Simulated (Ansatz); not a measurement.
# MgS (F-43m) in Ansatz: further runs

Aim: see how the results for MgS move with the level of theory and the settings. Levels: HSE03, HSEsol, HF. Tasks: relaxation of cell and atoms.

All numbers are computed with Ansatz 0.2.0; they aren't measurements. Logs are shortened: lines on timing, memory, paths and dates and some standing lists are left out, and cuts for length are marked.

### 1 The structure

It takes space group F-43m (No. 216, cubic). Conventional cell: a = 5.666 Å, b = 5.666 Å, c = 5.666 Å, α = 90.00°, β = 90.00°, γ = 90.00°. Around S (site symmetry -43m) lie 4 Mg at 2.45 Å. Mg (site symmetry -43m) is surrounded by 4 S at 2.45 Å.

The cell comes from a database or a generator and needn't be the stable form of this composition.

### 2 Relaxation of cell and atoms, HSE03

input reads:

```
crystal:
  lattice:
    - [0.0, 2.8331200468, 2.8331200468]
    - [2.8331200468, 0.0, 2.8331200468]
    - [2.8331200468, 2.8331200468, 0.0]
  atoms:
    - { symbol: S, position: [0.25, 0.25, 0.25] }
    - { symbol: Mg, position: [0.0, 0.0, 0.0] }
hamiltonian:
  xc: { exchange: pbe, correlation: pbe, exx: { coeff: 0.25, omega: 0.3 } }
  pseudopotentials: { kind: paw }
kpoints:
  mp_grid: { grid: [4, 4, 4] }
scf:
  occupations: { method: fermi_dirac, width: 0.05 }
output:
  forces: true
  stress: true
  eigenvalues: true
relax:
  f_tol: 0.01
  max_steps: 40
  cell: { stress_tol: 0.05 }
```

Potentials or basis: Ansatz PAW.

What it wrote:

```text
GPUs: using 1 of 1 available (devices: 1).
Engine: ansatz 0.2.0, x86_64-unknown-linux-gnu
Pseudopotentials: kind: paw
Pseudopotential: S, paw, valence charge 6, recommended cutoff 420 eV (normal), S.paw.azcp
Pseudopotential: Mg, paw, valence charge 10, recommended cutoff 420 eV (normal), Mg.paw.azcp
Functional definition: unnamed
  parameter a_1 = 0.25
  parameter omega_1 = 0.3/angstrom
  exchange = pbe_x + (-a_1)*pbe_x_sr(omega_1) + a_1*exact_x_sr(omega_1)
  correlation = pbe_c
device memory: the entry about to start is reckoned to put 0.6 GiB on a device that reports 72.0 GiB free (of which the cap on the GPU budget leaves the run 18.0 GiB)
GPU FFT provider: cuFFT
GPU libraries: cuBLAS 13.8.2, cuFFT 12.4.0, cuSOLVER 12.3.4
Crystal: 2 atoms, lattice volume = 45.480 Å³
Basis set: ecut = 420 eV, 893 PW (Γ), exchange–correlation on 54×54×54 points (8 copies of the dense FFT grid, shifted against one another)
Bands: 12, of which v1, the nominal top of the filled ones, is band 8 counted from 1 (7 counted from 0)
Symmetry: 24 space group operations
Space group: F-43m (ITA 216), of the structure as read, at distance tolerance 3.6e-5 Å
k-points: 8 of 64 (time reversal used)
Non-local potential: S, projectors of the file, l = 0: 2, l = 1: 2, l = 2: 2
Non-local potential: Mg, projectors of the file, l = 0: 3, l = 1: 2, l = 2: 1
PAW form: soft (Blöchl's): semilocal exchange-correlation on the pseudo side does not see the compensation charge
PAW frozen core: S, regenerated for the run's functional, and the local potential with it (the file was generated under x = pbe(κ = 0.804, μ = 0.2195149727645171), c = pbe(β = 0.06672455060314922))
PAW frozen core: Mg, regenerated for the run's functional, and the local potential with it (the file was generated under x = pbe(κ = 0.804, μ = 0.2195149727645171), c = pbe(β = 0.06672455060314922))
PAW one-centre angular grid: S, 110 points (default); XC on 64 Gauss nodes
PAW one-centre angular grid: Mg, 110 points (default); XC on 96 Gauss nodes
Initial density: superposition of atomic densities (neutral atoms: chi_scale 0, normalization atom), corrected by the library's trained network
Initial wavefunctions: pseudopotential atomic-orbital guess
GPU buffer pool allocated for 19683 grid points (all kernels)
GPU transforms: local potential and band sums: pruned to the plane-wave sphere, on 25×27×27
Functional: x = pbe(κ = 0.804, μ = 0.2195149727645171), c = pbe(β = 0.06672455060314922), warm-up for x = pbe(κ = 0.804, μ = 0.2195149727645171) + 0.25 (exact − pbe) at short range (hse, ω = 0.3 Å⁻¹), c = pbe(β = 0.06672455060314922)
SCF iter   1: F=—  HF=-2828.701356 eV  |F-HF|=—  |Δ(HF+E_count)|=         —  Δρ=4.34e-4  dr2=6.25e-5  ethr=1.77e-3  ⟨swp⟩=2.0  Hψ=693  notcnv=0
preconditioner: auto → none  [insulator: Δε(μ)=3.443 eV  Ē_g=11.104 eV  σ=0.050 eV  W_gap=1.00  n_scr=14 (ndim 8)  ℏωp=15.6 eV  f_vac=0.016  D(μ)=0.00/eV (n_scr^D=0)]
SCF iter   2: F=-2828.701233 eV  HF=-2828.701216 eV  |F-HF|=1.63e-5  |Δ(HF+E_count)|=   1.39e-4  Δρ=2.09e-4  dr2=1.50e-5  ethr=3.90e-7  ⟨swp⟩=3.9  Hψ=239  notcnv=0
SCF 1 stopped early in 2 iterations: F = -2828.701233 eV  dr2 = 1.50e-5
device memory: the entry about to start is reckoned to put 1.2 GiB on a device that reports 71.5 GiB free (of which the cap on the GPU budget leaves the run 18.0 GiB)
GPU FFT provider: cuFFT
GPU libraries: cuBLAS 13.8.2, cuFFT 12.4.0, cuSOLVER 12.3.4
Initial density: handed on by an earlier stage of this run
Initial wavefunctions: those handed on with the density
GPU buffer pool allocated for 19683 grid points (all kernels)
GPU transforms: local potential and band sums: pruned to the plane-wave sphere, on 25×27×27
Functional: x = pbe(κ = 0.804, μ = 0.2195149727645171) + 0.25 (exact − pbe) at short range (hse, ω = 0.3 Å⁻¹), c = pbe(β = 0.06672455060314922)
Exchange kernel: α = 0.2500, screened, ω = 0.3000 Å⁻¹, Wigner–Seitz truncation, v(0) = 502.4009 eV·Å³, q-mesh 4×4×4, nearest image of the exchange supercell L = 16.03 Å, pair-density grid 15×15×15, without the augmentation charges, whose exchange is taken in its separable form by FFT convolution over the k-point mesh (sized by the pseudopotential files, 24×24×24 at the most), smooth part of the exact exchange by density-matrix convolution in up to 942.1 MiB of GPU memory as planned if the GPU has room (build and FFT work areas not counted)
Frozen-core exchange: fock
SCF iter   1: F=—  HF=-2829.665925 eV  |F-HF|=—  |Δ(HF+E_count)|=         —  Δρ=3.61e-3  dr2=3.07e-3  ethr=9.37e-7  ⟨swp⟩=7.6  Hψ=478  notcnv=0
preconditioner: auto → none  [insulator: Δε(μ)=4.279 eV  Ē_g=12.400 eV  σ=0.050 eV  W_gap=1.00  n_scr=14 (ndim 8)  ℏωp=15.6 eV  f_vac=0.021  D(μ)=0.00/eV (n_scr^D=0)]
SCF iter   2: F=—  HF=-2829.664217 eV  |F-HF|=—  |Δ(HF+E_count)|=   1.71e-3  Δρ=1.36e-3  dr2=7.70e-4  ethr=9.37e-7  ⟨swp⟩=3.1  Hψ=225  notcnv=0
iter 3 solved again at ethr=5.94e-8 eV; its pass at ethr=9.37e-7 eV (dr2=9.50e-6 eV) is discarded
[... 75 lines left out ...]
GPU FFT provider: cuFFT
GPU libraries: cuBLAS 13.8.2, cuFFT 12.4.0, cuSOLVER 12.3.4
GPU buffer pool allocated for 19683 grid points (all kernels)
GPU transforms: local potential and band sums: pruned to the plane-wave sphere, on 25×27×27
Exchange kernel: α = 0.2500, screened, ω = 0.3000 Å⁻¹, Wigner–Seitz truncation, v(0) = 502.4018 eV·Å³, q-mesh 4×4×4, nearest image of the exchange supercell L = 16.03 Å, pair-density grid 15×15×15, without the augmentation charges, whose exchange is taken in its separable form by FFT convolution over the k-point mesh (sized by the pseudopotential files, 24×24×24 at the most), smooth part of the exact exchange by density-matrix convolution in up to 942.7 MiB of GPU memory as planned if the GPU has room (build and FFT work areas not counted)
Frozen-core exchange: fock
iter 1 solved again at ethr=1.00e-12 eV; its pass at ethr=1.00e-1 eV (dr2=4.71e-12 eV) is discarded
SCF iter   1: F=—  HF=-2829.665593 eV  |F-HF|=—  |Δ(HF+E_count)|=         —  Δρ=9.54e-7  dr2=4.76e-11  ethr=1.00e-12  ⟨swp⟩=17.0  Hψ=823  notcnv=3  reapply=1
preconditioner: auto → none  [insulator: Δε(μ)=4.614 eV  Ē_g=12.765 eV  σ=0.050 eV  W_gap=1.00  n_scr=14 (ndim 8)  ℏωp=15.6 eV  f_vac=0.026  D(μ)=0.00/eV (n_scr^D=0)]
SCF iter   2: F=-2829.665593 eV  HF=-2829.665593 eV  |F-HF|=1.47e-10  |Δ(HF+E_count)|=  4.16e-10  Δρ=4.74e-7  dr2=1.46e-11  ethr=1.00e-12  ⟨swp⟩=2.0  Hψ=160  notcnv=0
SCF 8 converged in 2 iterations: F = -2829.665593 eV  dr2 = 1.46e-11
hybrid outer 1: dexx = +7.167e-10 eV, tail = 7.01e-10 eV
GPU FFT provider: cuFFT
GPU libraries: cuBLAS 13.8.2, cuFFT 12.4.0, cuSOLVER 12.3.4
GPU buffer pool allocated for 19683 grid points (all kernels)
GPU transforms: local potential and band sums: pruned to the plane-wave sphere, on 25×27×27
Exchange kernel: α = 0.2500, screened, ω = 0.3000 Å⁻¹, Wigner–Seitz truncation, v(0) = 502.4018 eV·Å³, q-mesh 4×4×4, nearest image of the exchange supercell L = 16.03 Å, pair-density grid 15×15×15, without the augmentation charges, whose exchange is taken in its separable form by FFT convolution over the k-point mesh (sized by the pseudopotential files, 24×24×24 at the most), smooth part of the exact exchange by density-matrix convolution in up to 942.7 MiB of GPU memory as planned if the GPU has room (build and FFT work areas not counted)
Frozen-core exchange: fock
SCF iter   1: F=—  HF=-2829.665593 eV  |F-HF|=—  |Δ(HF+E_count)|=         —  Δρ=4.82e-7  dr2=1.06e-11  ethr=1.25e-12  ⟨swp⟩=14.9  Hψ=507  notcnv=1
preconditioner: auto → none  [insulator: Δε(μ)=4.308 eV  Ē_g=12.406 eV  σ=0.050 eV  W_gap=1.00  n_scr=14 (ndim 8)  ℏωp=15.6 eV  f_vac=0.026  D(μ)=0.00/eV (n_scr^D=0)]
SCF iter   2: F=-2829.665593 eV  HF=-2829.665593 eV  |F-HF|=4.05e-11  |Δ(HF+E_count)|=  1.12e-10  Δρ=2.43e-7  dr2=2.68e-12  ethr=1.00e-12  ⟨swp⟩=2.0  Hψ=160  notcnv=0
SCF 9 converged in 2 iterations: F = -2829.665593 eV  dr2 = 2.68e-12
  Residual-converged pass: ⟨swp⟩=3.1  Hψ=228  notcnv=0  max |occ|·‖R‖ = 8.6e-9 eV (tolerance 1.0e-8 eV)  dr2=2.69e-12  dr2_onsite=1.35e-13  max |Δocc| = 0.0e0
hybrid outer 2: dexx = +2.842e-14 eV, tail = 5.62e-12 eV, Δε = 2.10e-6 eV (about 1.34e-6 eV left of the loop's levels)
relax step   3: F+E_penalty+E_count = -2829.66559263 eV  Δ(F+E_penalty+E_count) = -2.937e-6 eV  max|allowed force component| = 4.626e-17 eV/Å  Δτ_max = 0.0000 Å  P = +0.019 GPa  Ω = 45.517 Å³  stress off target by 1.92e-2 GPa  SCF on the basis re-selected at this cell (its energy is not comparable with the rows above)  (4 SCF iters)
basis re-selected at this cell: Δ(F+E_penalty+E_count) = -2.937e-6 eV, ΔP = -0.000 GPa vs the last step (what re-selecting the basis moved, of the pressure what is left beyond the Pulay correction that the steps carried, after the strain that the cell walked since its last selection, with what the two solves' SCF thresholds leave and, on support functions, any second-order correction that the steps lacked; it is no measure of the basis error at this ecutwfc). This SCF's stress stands 1.92e-2 GPa from its target on what of the cell is left free (relax.cell.stress_tol is 5.00e-2 GPa) and its largest allowed force component is 4.63e-17 eV/Å (relax.f_tol is 1.00e-2 eV/Å): within both
hybrid SCF converged: 2 outer / 4 inner (+0 warm-up), last move |dexx| = 2.84e-14 eV, tail = 5.62e-12 eV
Stability not checked: this state was not tested for a lower state beside it, because the functional holds exact exchange (a hybrid, or Hartree-Fock), whose exchange loop this test does not read (fock_operator; see scf.lower_state_search)
Free energy (F): -2829.665593 eV
Frozen-core exchange: fock
Harris-Foulkes:  -2829.665593 eV  (|F-HF|=4.05e-11)
Internal energy: -2829.665593 eV  (E = F + TS)
E sigma→0 (E₀):  -2829.665593 eV
Fermi energy:    4.698249 eV
--- Per-component energies (eV) ---
  E_band       = -409.342530
  E_kinetic    = 184.027384
  E_local      = -1885.693885  (includes V_loc(G=0)·N_el)
  E_nonlocal   = 122.845150
  E_hartree    = 683.975563
  E_xc         = -104.371916
  E_vxc        = -103.166836  (∫ρ·V_xc dr)
  E_exx        = -60.137971  (= α·E_x^exact, valence–valence)
  E_paw        = -855.842076  (= ΣΔE_a)
  E_vpaw       = 24.970478  (= ΣTr[D̂ρ^β])
  E_aug_tail   = -0.000003  (compensation charges beyond the density's cutoff)
  E_ewald      = -914.340350
  E_core_change = -0.127488  (= ΣΔE_core)
  E_smearing   = -0.000000  (= −TS)
  E_closure    = 0.000000  (closes the sum)
  Σ components = -2829.665593   (vs F -2829.665593, Δ=0.00e0)
--- Forces (eV/Å), atoms counted from 1 ---
  atom   1  S     -0.00000000     0.00000000     0.00000000
  atom   2  Mg     0.00000000    -0.00000000    -0.00000000
  max |Σ_I F_I| component: 4.39e-17 eV/Å
--- Stress (GPa, compression-positive) ---
        0.019227      -0.000000      -0.000000
       -0.000000       0.019227       0.000000
       -0.000000       0.000000       0.019227
  P = ⅓ Tr σ = 0.0192 GPa (0.192 kbar)
--- Band table (eV; the first three rows and the last of 8) ---
  k-point 0: bands = ["-76.0333", "-40.9333", "-40.9333", "-40.9333", "-9.8224", "2.5137", "2.5137", "2.5137", "6.8210", "11.4524", "11.4524", "11.4524"]
  k-point 1: bands = ["-76.0333", "-40.9349", "-40.9336", "-40.9336", "-9.4793", "0.5803", "2.3288", "2.3288", "8.3725", "11.2888", "11.6628", "11.6628"]
  k-point 2: bands = ["-76.0332", "-40.9365", "-40.9339", "-40.9339", "-9.0777", "-0.8051", "2.1635", "2.1635", "8.5241", "11.0962", "11.0962", "12.1042"]
  k-point 7: bands = ["-76.0332", "-40.9359", "-40.9352", "-40.9347", "-8.8276", "0.0821", "0.5726", "1.1292", "8.8667", "11.5130", "11.6342", "12.0539"]
--- Relaxed structure (2 steps of the walk, 2 accepted, 1 SCFs on fresh bases) ---
  F+E_penalty+E_count = -2829.66559263 eV   max|allowed force component| = 4.626e-17 eV/Å   (the final SCF, on the basis selected at the relaxed cell)
  cell:  # Å, volume = 45.5166 Å³
    - [1.5286116098686768e-33, 2.8338692652104016, 2.8338692652104016]
    - [2.8338692652104016, 3.311991821382133e-33, 2.8338692652104016]
    - [2.8338692652104016, 2.8338692652104016, 3.1081769400663095e-33]
  atoms:
    - { symbol: S, position: [0.25, 0.25, 0.25] }
    - { symbol: Mg, position: [-6.9961839539320226e-34, 5.806549435449654e-34, 8.695661837478262e-34] }
```

Run time: 23 s. Hardware: 1 × NVIDIA H100 80GB HBM3 with 2 threads of AMD EPYC 7R13 (Zen 3), shared host; peak memory 1.4 GiB.

What came out:

| Quantity | Value |
| --- | --- |
| Free energy | -2829.6656 eV |
| Relaxed volume | 22.76 Å³/atom |
| Relaxed cell | a = 4.008 Å, b = 4.008 Å, c = 4.008 Å, α = 60.00°, β = 60.00°, γ = 60.00° |
| Space group after relaxing (to 0.05 Å) | F-43m (No. 216) |
| Energy gained by relaxing | 0.0 meV/atom |
| Ionic steps | 3 |
| Pressure after relaxing | 0.0 GPa |
| Band gap on the k mesh | 4.31 eV, direct |

Final structure:
```
CELL_PARAMETERS angstrom
0.00000 2.83387 2.83387
2.83387 0.00000 2.83387
2.83387 2.83387 0.00000
ATOMIC_POSITIONS crystal
S 0.25000 0.25000 0.25000
Mg 0.00000 0.00000 0.00000
```

Levels at points of the mesh, in eV from the valence-band top:
| k point | band 4 | band 5 | band 6 | band 7 | band 8 | band 9 | band 10 | band 11 | band 12 |
| --- | --- | --- | --- | --- | --- | --- | --- | --- | --- |
| (0.00, 0.00, 0.00) | -43.45 | -12.34 | 0.00 | 0.00 | 0.00 | 4.31 | 8.94 | 8.94 | 8.94 |
| (0.00, 0.00, -0.50) | -43.45 | -11.59 | -3.32 | -0.35 | -0.35 | 6.01 | 8.58 | 8.58 | 9.59 |
| (0.00, -0.50, -0.50) | -43.45 | -11.35 | -2.99 | -1.10 | -1.10 | 4.65 | 6.53 | 12.35 | 13.48 |

Caveat: the k mesh is coarse (spacing up to 0.48 Å⁻¹), so the values aren't converged, least of all with exact exchange; the plane-wave basis is chosen anew once the cell has moved, so the energies of steps on either side of that aren't comparable; the PAW data sets come from PBE, with cores solved anew for the run's functional, which leaves a small shift of forces and pressure.

### 3 Relaxation of cell and atoms, HSEsol

input: that of step 2 with these lines changed.

```diff
@@ -9,3 +9,6 @@
 hamiltonian:
-  xc: { exchange: pbe, correlation: pbe, exx: { coeff: 0.25, omega: 0.3 } }
+  xc:
+    exchange: hjs_pbesol
+    correlation: pbesol
+    exx: { coeff: 0.25, omega: 0.207 }
   pseudopotentials: { kind: paw }
```

Potentials or basis: Ansatz PAW.

Wall time 30 s (1 × NVIDIA H100 80GB HBM3 with 2 threads of AMD EPYC 7R13 (Zen 3), shared host); peak memory 1.4 GiB.

Results (log left out):

* Free energy: -2809.4134 eV
* Relaxed volume: 22.36 Å³/atom
* Relaxed cell: a = 3.984 Å, b = 3.984 Å, c = 3.984 Å, α = 60.00°, β = 60.00°, γ = 60.00°
* Space group after relaxing (to 0.05 Å): F-43m (No. 216)
* Energy gained by relaxing: 1.2 meV/atom
* Ionic steps: 4
* Pressure after relaxing: 0.0 GPa
* Band gap on the k mesh: 4.46 eV, direct

Step by step:
```tsv
step	energy change (eV)	largest force (eV/Å)	volume (Å³)
1	0.0000	0.0000	45.48
2	-0.0022	0.0000	44.94
3	-0.0024	0.0000	44.72
4	-0.0024	0.0000	44.72
```

Final structure:
```
S Mg
1.0
     0.00000    2.81717    2.81717
     2.81717    0.00000    2.81717
     2.81717    2.81717    0.00000
S Mg
1 1
Direct
  0.25000 0.25000 0.25000
  0.00000 0.00000 0.00000
```

Levels at points of the mesh, in eV from the valence-band top:
```tsv
k point	band 4	band 5	band 6	band 7	band 8	band 9	band 10	band 11	band 12
(0.00, 0.00, 0.00)	-43.35	-12.48	0.00	0.00	0.00	4.46	9.16	9.16	9.16
(0.00, 0.00, -0.50)	-43.35	-11.69	-3.49	-0.36	-0.36	6.19	8.77	8.77	9.78
(0.00, -0.50, -0.50)	-43.35	-11.43	-3.12	-1.16	-1.16	4.71	6.70	12.69	13.79
```

Caveat: the k mesh is coarse (spacing up to 0.48 Å⁻¹), so the values aren't converged, least of all with exact exchange; the plane-wave basis is chosen anew once the cell has moved, so the energies of steps on either side of that aren't comparable; the PAW data sets come from PBE, with cores solved anew for the run's functional, which leaves a small shift of forces and pressure. A k mesh can miss the band edges.

### 4 Relaxation of cell and atoms, HF

input: that of step 3 with these lines changed.

```diff
@@ -9,6 +9,3 @@
 hamiltonian:
-  xc:
-    exchange: hjs_pbesol
-    correlation: pbesol
-    exx: { coeff: 0.25, omega: 0.207 }
+  xc: hf
   pseudopotentials: { kind: paw }
@@ -22,2 +19,6 @@
   eigenvalues: true
+  write_density: true
+  write_potential: true
+  elf: true
+  volumetric_format: npy
 relax:
```

Wall time 26 s (1 × NVIDIA H100 80GB HBM3 with 2 threads of AMD EPYC 7R13 (Zen 3), shared host); peak memory 1.5 GiB.

Results (log left out):

| Item | Value |
| --- | --- |
| Free energy | -2805.3979 eV |
| Relaxed volume | 23.58 Å³/atom |
| Relaxed cell | a = 4.055 Å, b = 4.055 Å, c = 4.055 Å, α = 60.00°, β = 60.00°, γ = 60.00° |
| Space group after relaxing (to 0.05 Å) | F-43m (No. 216) |
| Energy gained by relaxing | 6.0 meV/atom |
| Ionic steps | 4 |
| Pressure after relaxing | 0.0 GPa |
| Band gap on the k mesh | 10.80 eV, direct |

Step by step:
| step | energy change (eV) | largest force (eV/Å) | volume (Å³) |
| --- | --- | --- | --- |
| 1 | 0.0000 | 0.0000 | 45.48 |
| 2 | -0.0107 | 0.0000 | 46.77 |
| 3 | -0.0112 | 0.0000 | 47.16 |
| 4 | -0.0120 | 0.0000 | 47.16 |

Final structure:
```
S Mg
1.0
     0.00000    2.86757    2.86757
     2.86757    0.00000    2.86757
     2.86757    2.86757    0.00000
S Mg
1 1
Direct
  0.25000 0.25000 0.25000
  0.00000 0.00000 0.00000
```

Levels at points of the mesh, in eV from the valence-band top:
| k point | band 6 | band 7 | band 8 | band 9 | band 10 | band 11 |
| --- | --- | --- | --- | --- | --- | --- |
| (0.00, 0.00, 0.00) | 0.00 | 0.00 | 0.00 | 10.80 | 16.09 | 16.09 |
| (0.00, 0.00, -0.50) | -3.96 | -0.43 | -0.43 | 12.74 | 15.58 | 15.58 |
| (0.00, -0.50, -0.50) | -3.58 | -1.34 | -1.34 | 11.04 | 13.31 | 19.92 |

Caveat: the k mesh is coarse (spacing up to 0.48 Å⁻¹), so the values aren't converged, least of all with exact exchange; the plane-wave basis is chosen anew once the cell has moved, so the energies of steps on either side of that aren't comparable; the PAW data sets come from PBE, with cores solved anew for the run's functional, which leaves a small shift of forces and pressure.

### 5 Overview

```tsv
level	gap on the mesh (eV)	pressure (GPa)	relaxed volume (Å³/atom)
HSE03	4.31	0.0	22.76
HSEsol	4.46	0.0	22.36
HF	10.80	0.0	23.58
```

Alike in all rows: task relaxation of cell and atoms; potentials or basis Ansatz PAW; no spin polarisation; cell relaxed; k mesh 4 × 4 × 4; cutoff (eV) 420; smearing fermi-dirac 0.05 eV; the mesh is coarse, so values aren't converged.

Caveats: all runs use coarse meshes; the plane-wave basis is chosen anew once the cell has moved, so the energies of steps on either side of that aren't comparable; the PAW data sets come from PBE, with cores solved anew for the run's functional, which leaves a small shift of forces and pressure.

Total energies depend on the potentials used, so only differences within one code and one set of settings carry meaning.
